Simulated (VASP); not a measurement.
# Ca (Pm-3m) in VASP: a series of runs

The runs below take Ca through single point, relaxation of cell and atoms, with PBE.

Everything below comes from runs of VASP 6.6.1. Logs are shortened: lines on timing, memory, paths and dates and some standing lists are left out, and cuts for length are marked.

### 1 The cell of the first run

The structure is cubic, space group Pm-3m (No. 221). The conventional cell has a = 5.339 Å, b = 5.339 Å, c = 5.339 Å, α = 90.00°, β = 90.00°, γ = 90.00°. Around Ca (site symmetry 4/mmm) lie 8 Ca at 3.78 Å.

The cell was built by a generator and needn't be a form met in nature.

### 2 Single point, PBE (random cell by space group and Wyckoff sites (Pm-3m, No. 221))

The input, INCAR:

```
SYSTEM = Ca
ALGO = Fast ; EDIFF = 1E-7
ENCUT = 520 ; GGA = PE
ISIF = 2 ; ISMEAR = 0
LASPH = .True. ; LCHARG = .True.
LELF = .True. ; LREAL = .False.
LVHAR = .True. ; LWAVE = .False.
NBANDS = 22 ; NELM = 60
PREC = Accurate ; SIGMA = 0.1
```

The input, KPOINTS:

```
k-points
0
Gamma
  10 10 10
  0 0 0
```

The input, POSCAR:

```
Ca
1.0
    5.3388585983      0.0000000000      0.0000000000
    0.0000000000      5.3388585983      0.0000000000
    0.0000000000      0.0000000000      5.3388585983
Ca
3
Direct
    0.5000000000      0.0000000000      0.0000000000
    0.0000000000      0.5000000000      0.0000000000
    0.0000000000      0.0000000000      0.5000000000
```

Potentials or basis: VASP PAW PBE potentials, release 64 (Ca_sv).

The run is started by

```bash
$ cat potpaw_PBE.64/Ca_sv/POTCAR > POTCAR
$ mpirun -np 1 vasp_std > vasp.out
```

OUTCAR:

```text
SYSTEM = Ca
   EDIFF = 1E-7
   ENCUT = 520
   GGA = PE
   ISIF = 2
   ISMEAR = 0
   LASPH = .True.
   LREAL = .False.
   NELM = 60
   PREC = Accurate

 ion  position               nearest neighbor table
   1  0.500  0.000  0.000-
   2  0.000  0.500  0.000-
   3  0.000  0.000  0.500-

  LATTYP: Found a simple cubic cell.
 ALAT       =     5.3388585983

  Lattice vectors:

 A1 = (   5.3388585983,   0.0000000000,   0.0000000000)
 A2 = (   0.0000000000,   5.3388585983,   0.0000000000)
 A3 = (   0.0000000000,   0.0000000000,   5.3388585983)

Analysis of symmetry for initial positions (statically):
=====================================================================
 Subroutine PRICEL returns:
 Original cell was already a primitive cell.

 Routine SETGRP: Setting up the symmetry group for a
 simple cubic supercell.

 Subroutine GETGRP returns: Found 48 space group operations
 (whereof 48 operations were pure point group operations)
 out of a pool of 48 trial point group operations.

The static configuration has the point symmetry O_h .

Analysis of symmetry for dynamics (positions and initial velocities):
=====================================================================
 Subroutine PRICEL returns:
 Original cell was already a primitive cell.

 Routine SETGRP: Setting up the symmetry group for a
 simple cubic supercell.

 Subroutine GETGRP returns: Found 48 space group operations
 (whereof 48 operations were pure point group operations)
 out of a pool of 48 trial point group operations.

The dynamic configuration has the point symmetry O_h .

 Subroutine INISYM returns: Found 48 space group operations
 (whereof 48 operations are pure point group operations),
 and found     1 'primitive' translations

----------------------------------------------------------------------------------------

                                     Primitive cell

  volume of cell :     152.1757

  direct lattice vectors                    reciprocal lattice vectors
     5.338858598  0.000000000  0.000000000     0.187305953  0.000000000  0.000000000
     0.000000000  5.338858598  0.000000000     0.000000000  0.187305953  0.000000000
     0.000000000  0.000000000  5.338858598     0.000000000  0.000000000  0.187305953

  length of vectors
     5.338858598  5.338858598  5.338858598     0.187305953  0.187305953  0.187305953

  position of ions in fractional coordinates (direct lattice)
     0.500000000  0.000000000  0.000000000
     0.000000000  0.500000000  0.000000000
     0.000000000  0.000000000  0.500000000

  ion indices of the primitive-cell ions
   primitive index   ion index
                 1           1
                 2           2
                 3           3

----------------------------------------------------------------------------------------

 KPOINTS: k-points

Automatic generation of k-mesh.
 Grid dimensions read from file:
 generate k-points for:   10   10   10

 Generating k-lattice:

  Cartesian coordinates                     Fractional coordinates (reciprocal lattice)
     0.018730595  0.000000000  0.000000000     0.100000000  0.000000000  0.000000000
     0.000000000  0.018730595  0.000000000     0.000000000  0.100000000  0.000000000
     0.000000000  0.000000000  0.018730595     0.000000000  0.000000000  0.100000000

  Length of vectors
     0.018730595  0.018730595  0.018730595

  Shift w.r.t. Gamma in fractional coordinates (k-lattice)
     0.000000000  0.000000000  0.000000000

 Subroutine IBZKPT returns following result:
 ===========================================

 Found     56 irreducible k-points:

 Following reciprocal coordinates:
            Coordinates               Weight
  0.000000  0.000000  0.000000      1.000000
  0.100000  0.000000  0.000000      6.000000
  0.200000  0.000000  0.000000      6.000000
  0.300000  0.000000  0.000000      6.000000
  0.400000  0.000000  0.000000      6.000000
  0.500000  0.000000  0.000000      3.000000
[... 16 lines left out ...]
  0.200000  0.100000  0.100000     24.000000
  0.300000  0.100000  0.100000     24.000000
 [... further k-points ...]
   k-points           NKPTS =     56   k-points in BZ     NKDIM =     56   number of bands    NBANDS=     22
   number of dos      NEDOS =    301   number of ions     NIONS =      3
   total plane-waves  NPLWV =  64000
   dimension x,y,z NGX =    40 NGY =   40 NGZ =   40
   dimension x,y,z NGXF=    80 NGYF=   80 NGZF=   80
   ions per type =               3
   NGX,Y,Z   is equivalent  to a cutoff of  12.46, 12.46, 12.46 a.u.
   NGXF,Y,Z  is equivalent  to a cutoff of  24.91, 24.91, 24.91 a.u.
 SYSTEM =  Ca
   PREC   = accura    normal or accurate (medium, high low for compatibility)
   ISTART =      0    job   : 0-new  1-cont  2-samecut
   ICHARG =      2    charge: 1-file 2-atom 10-const
   ISPIN  =      1    spin polarized calculation?
   LNONCOLLINEAR =      F non collinear calculations
   LSORBIT =      F    spin-orbit coupling
   LASPH  =      T    aspherical Exc in radial PAW
   ENCUT  =  520.0 eV  38.22 Ry    6.18 a.u.   9.93  9.93  9.93*2*pi/ulx,y,z
   NELM   =     60;   NELMIN=  2; NELMDL= -5     # of ELM steps
   EDIFF  = 0.1E-06   stopping-criterion for ELM
   LREAL  =      F    real-space projection
   EDIFFG = 0.1E-05   stopping-criterion for IOM
   NSW    =      0    number of steps for IOM
   IBRION =     -1    ionic relax: 0-MD 1-quasi-New 2-CG
   NFREE  =      0    steps in history (QN), initial steepest desc. (CG)
   ISIF   =      2    stress and relaxation
   ISYM   =      2    0-nonsym 1-usesym 2-fastsym
   POTIM  = 0.5000    time-step for ionic-motion
   TEBEG  =    0.0;   TEEND  =   0.0 temperature during run
   PSTRESS=    0.0 pullay stress
   NELECT =      30.0000    total number of electrons
   NUPDOWN=      -1.0000    fix difference up-down
   EMIN   =  10.00;   EMAX   =-10.00  energy-range for DOS
   EFERMI =   0.00;   METHOD = LEGACY
   ISMEAR =     0;   SIGMA  =   0.10  broadening in eV -4-tet -1-fermi 0-gaus
   EFERMI_NEDOS =   21; number of points for ismear=-14 and -15
   IALGO  =     68    algorithm
   IMIX   =      4    mixing-type and parameters
     AMIX     =   0.40;   BMIX     =  1.00
     AMIX_MAG =   1.60;   BMIX_MAG =  1.00
  volume/ion in A,a.u.               =      50.73       342.31
  Fermi-wavevector in a.u.,A,eV,Ry     =   0.952797  1.800524 12.351657  0.907821
  Thomas-Fermi vector in A             =   2.081392
   LORBIT       =      0    0 simple, 1 ext, 2 COOP (PROOUT), +10 PAW based schemes
   GGA     = PE    functional components
   LHFCALC =     F    Hartree Fock is set to
   AEXX    =    0.0000 exact exchange contribution
   IVDW    =     0    specifies the selected vdW correction
   LEPSILON=     F    determine dielectric tensor
   LRPA    =     F    only Hartree local field effects (RPA)
 non-spin polarized calculation
 RMM-DIIS sequential band-by-band and
 Gauss-broadening in eV      SIGMA  =   0.10
  energy-cutoff  :      520.00
  volume of cell :      152.18
 maximum number of plane-waves:      4120
 NGX is ok and might be reduce to    40
   NGX = 19   NGY = 19   NGZ = 19

 number of electron      29.9999985 magnetization

 Free energy of the ion-electron system (eV)
  ---------------------------------------------------
  ext. energy  EPLUGINS =         0.00000000
  ---------------------------------------------------
  free energy    TOTEN  =        -4.65868113 eV

  energy without entropy =       -4.63798569  energy(sigma->0) =       -4.64833341

 E-fermi :   1.1925     XC(G=0):  -7.1009

 val. band max:        1.1854511831   @ k =   0.4000   0.4000   0.2000
 cond. band min:       1.1935187085   @ k =   0.5000   0.4000   0.4000
 fundamental gap:      0.0080675255
 Fermi energy:         1.1924597570

 k-point     1 :       0.0000    0.0000    0.0000
  band No.  band energies     occupation
      1     -41.1589      2.00000
      2     -41.1377      2.00000
      3     -41.1377      2.00000
      4     -22.1970      2.00000
      5     -22.1970      2.00000
      6     -22.1970      2.00000
[... 14 lines left out ...]
     21       2.8516      0.00000
     22       2.8516      0.00000

 k-point     2 :       0.1000    0.0000    0.0000
  band No.  band energies     occupation
      1     -41.1584      2.00000
      2     -41.1381      2.00000
      3     -41.1377      2.00000
      4     -22.1953      2.00000
      5     -22.1953      2.00000
      6     -22.1945      2.00000
[... 14 lines left out ...]
     21       2.8084      0.00000
     22       2.8665      0.00000

 k-point     3 :       0.2000    0.0000    0.0000
  band No.  band energies     occupation
      1     -41.1571      2.00000
      2     -41.1395      2.00000
      3     -41.1377      2.00000
      4     -22.1905      2.00000
      5     -22.1905      2.00000
      6     -22.1875      2.00000
[... 14 lines left out ...]
     21       2.7026      0.00000
     22       2.9222      0.00000

 k-point     4 :       0.3000    0.0000    0.0000
  band No.  band energies     occupation
      1     -41.1551      2.00000
      2     -41.1414      2.00000
      3     -41.1377      2.00000
      4     -22.1837      2.00000
      5     -22.1837      2.00000
      6     -22.1774      2.00000
[... 14 lines left out ...]
     21       2.5766      0.00000
     22       3.0286      0.00000

 k-point     5 :       0.4000    0.0000    0.0000
  band No.  band energies     occupation
      1     -41.1529      2.00000
      2     -41.1436      2.00000
      3     -41.1377      2.00000
      4     -22.1768      2.00000
      5     -22.1768      2.00000
      6     -22.1672      2.00000
[... 417 lines left out ...]
 k-point    22 :       0.1000    0.1000    0.1000
  band No.  band energies     occupation
      1     -41.1575      2.00000
      2     -41.1384      2.00000
      3     -41.1384      2.00000
      4     -22.1977      2.00000
      5     -22.1884      2.00000
      6     -22.1884      2.00000
[... 14 lines left out ...]
     21       2.7740      0.00000
     22       2.8243      0.00000

 k-point    23 :       0.2000    0.1000    0.1000
  band No.  band energies     occupation
      1     -41.1562      2.00000
      2     -41.1396      2.00000
      3     -41.1384      2.00000
      4     -22.1962      2.00000
      5     -22.1844      2.00000
      6     -22.1801      2.00000
[... 14 lines left out ...]
     21       2.7055      0.00000
     22       2.8787      0.00000

 k-point    24 :       0.3000    0.1000    0.1000
  band No.  band energies     occupation
      1     -41.1543      2.00000
      2     -41.1415      2.00000
      3     -41.1383      2.00000
      4     -22.1910      2.00000
      5     -22.1784      2.00000
      6     -22.1726      2.00000
[... 14 lines left out ...]
     21       2.6211      0.00000
     22       3.0041      0.00000

 [... further k-points ...]

------------------------ aborting loop because EDIFF is reached ----------------------------------------

  FORCE on cell =-STRESS in cart. coord.  units (eV):
  Direction    XX          YY          ZZ          XY          YZ          ZX
  --------------------------------------------------------------------------------------
  -------------------------------------------------------------------------------------
  Total        0.0034428      0.0034428      0.0034428     -0.0000000      0.0000000     -0.0000000
  in kB        0.0362469      0.0362469      0.0362469     -0.0000000      0.0000000     -0.0000000
  external PRESSURE =       0.0362469 kB  Pullay stress =       0.0000000 kB

 VOLUME and BASIS-vectors are now :
 -----------------------------------------------------------------------------
  energy-cutoff  :      520.00
  volume of cell :      152.18
      direct lattice vectors                 reciprocal lattice vectors
     5.338858598  0.000000000  0.000000000     0.187305953  0.000000000  0.000000000
     0.000000000  5.338858598  0.000000000     0.000000000  0.187305953  0.000000000
     0.000000000  0.000000000  5.338858598     0.000000000  0.000000000  0.187305953

 POSITION                                       TOTAL-FORCE (eV/Angst)
 -----------------------------------------------------------------------------------
      2.66943      0.00000      0.00000         0.000000      0.000000      0.000000
      0.00000      2.66943      0.00000         0.000000      0.000000      0.000000
      0.00000      0.00000      2.66943         0.000000      0.000000      0.000000
 -----------------------------------------------------------------------------------
    total drift:                               -0.000000     -0.000000     -0.000000

  FREE ENERGIE OF THE ION-ELECTRON SYSTEM (eV)
  ---------------------------------------------------
  free  energy   TOTEN  =        -4.6586811260 eV

  energy  without entropy=       -4.6379856879  energy(sigma->0) =       -4.64833341
```

Wall time 3.3 min (1 thread of Intel Xeon Platinum 8488C (Sapphire Rapids), shared host); peak memory 0.32 GiB.

What came out:

* Free energy: -4.6587 eV
* Pressure: 0.0 GPa
* Band gap on the k mesh: none (metal or under the smearing width)

### 3 Relaxation of cell and atoms, PBE (random cell by space group and Wyckoff sites (Pm-3m, No. 221))

The input, INCAR:

```
SYSTEM = Ca
PREC = Accurate ; ENCUT = 600
EDIFF = 1E-7 ; ISMEAR = 0
SIGMA = 0.1 ; LREAL = .FALSE.
LASPH = .TRUE. ; NELM = 60
ALGO = Fast ; ISIF = 3
LWAVE = .FALSE. ; LCHARG = .FALSE.
GGA = PE ; IBRION = 2
NSW = 100 ; EDIFFG = -0.01
```

The input, KPOINTS:

```
regular mesh
0
G
  10 10 10
  0 0 0
```

The input, POSCAR:

```
Ca
1.0
    5.3155247973      0.0000000000      0.0000000000
    0.0000000000      5.3155247973      0.0000000000
    0.0000000000      0.0000000000      5.3155247973
Ca
3
Direct
    0.5000000000      0.0000000000      0.0000000000
    0.0000000000      0.5000000000      0.0000000000
    0.0000000000      0.0000000000      0.5000000000
```

Potentials or basis: VASP PAW PBE potentials, release 64 (Ca_sv).

The run is started by

```bash
$ cat potpaw_PBE.64/Ca_sv/POTCAR > POTCAR
$ mpirun -np 1 vasp_std > vasp.out
```

It took 8.7 min on 1 thread of Intel Xeon Platinum 8488C (Sapphire Rapids), shared host; peak memory 0.37 GiB.

The run converged. Its results:

```
Free energy                            : -4.6586 eV
Relaxed volume                         : 50.77 Å³/atom
Relaxed cell                           : a = 5.340 Å, b = 5.340 Å, c = 5.340 Å, α = 90.00°, β = 90.00°, γ = 90.00°
Space group after relaxing (to 0.05 Å) : Pm-3m (No. 221)
Energy gained by relaxing              : 0.4 meV/atom
Ionic steps                            : 3
Pressure after relaxing                : 0.0 GPa
Band gap on the k mesh                 : none (metal or under the smearing width)
```

Step by step:
```csv
step,energy change (eV),largest force (eV/Å),pressure (GPa),volume (Å³)
1,0.0000,0.0000,0.17,150.19
2,-0.0009,0.0000,0.08,151.37
3,-0.0012,0.0000,0.01,152.30
```

Final structure:
```yaml
crystal:
  lattice:
    - [5.34034, 0.00000, 0.00000]
    - [0.00000, 5.34034, 0.00000]
    - [0.00000, 0.00000, 5.34034]
  atoms:
    - { symbol: Ca, position: [0.50000, 0.00000, 0.00000] }
    - { symbol: Ca, position: [0.00000, 0.50000, 0.00000] }
    - { symbol: Ca, position: [0.00000, 0.00000, 0.50000] }
```

Levels at points of the mesh, in eV from the Fermi level:
```
           k point  band 13  band 14  band 15  band 16  band 17  band 18
(0.00, 0.00, 0.00)    -3.69    -0.42     0.25     0.25     0.82     0.82
(0.50, 0.00, 0.00)    -2.59    -1.87     0.23     0.99     1.00     1.08
(0.50, 0.50, 0.00)    -1.38    -1.13    -1.13    -0.43     0.82     1.37
(0.50, 0.50, 0.50)    -0.65    -0.65    -0.65    -0.19    -0.10     0.65
```

### 4 Single point, PBE (random cell by space group and Wyckoff sites (Pm-3m, No. 221))

The input, INCAR:

```
SYSTEM = Ca
PREC = Accurate
ENCUT = 520
EDIFF = 1E-7
ISMEAR = 0
SIGMA = 0.1
LREAL = .FALSE.
LASPH = .TRUE.
NELM = 100
ALGO = Fast
ISIF = 2
LWAVE = .FALSE.
LCHARG = .TRUE.
GGA = PE
LELF = .TRUE.
LVHAR = .TRUE.
NBANDS = 22
```

The input, KPOINTS:

```
regular mesh
0
G
  4 4 4
  0 0 0
```

POSCAR is that of step 3.

The run is started by

```bash
$ cat potpaw_PBE.64/Ca_sv/POTCAR > POTCAR
$ mpirun -np 1 vasp_std > vasp.out
```

Wall time 89 s (1 thread of Intel Xeon Platinum 8488C (Sapphire Rapids), shared host); peak memory 0.24 GiB.

The run converged. Its results:

| Item | Value |
| --- | --- |
| Free energy | -4.6440 eV |
| Pressure | 0.2 GPa |
| Band gap on the k mesh | none (metal or under the smearing width) |

Levels at points of the mesh, in eV from the Fermi level:
| k point | band 11 | band 12 | band 13 | band 14 | band 15 | band 16 | band 17 | band 18 | band 19 | band 20 |
| --- | --- | --- | --- | --- | --- | --- | --- | --- | --- | --- |
| (0.00, 0.00, 0.00) | -23.24 | -23.24 | -3.72 | -0.46 | 0.23 | 0.23 | 0.81 | 0.81 | 0.81 | 1.68 |
| (0.50, 0.00, 0.00) | -23.25 | -23.25 | -2.61 | -1.88 | 0.20 | 0.99 | 0.99 | 1.06 | 1.11 | 1.22 |
| (0.50, 0.50, 0.00) | -23.28 | -23.22 | -1.39 | -1.13 | -1.13 | -0.44 | 0.82 | 1.36 | 1.36 | 1.36 |
| (0.50, 0.50, 0.50) | -23.22 | -23.22 | -0.66 | -0.66 | -0.66 | -0.19 | -0.12 | 0.66 | 0.66 | 0.66 |

(Continued in part 2 of 2.)
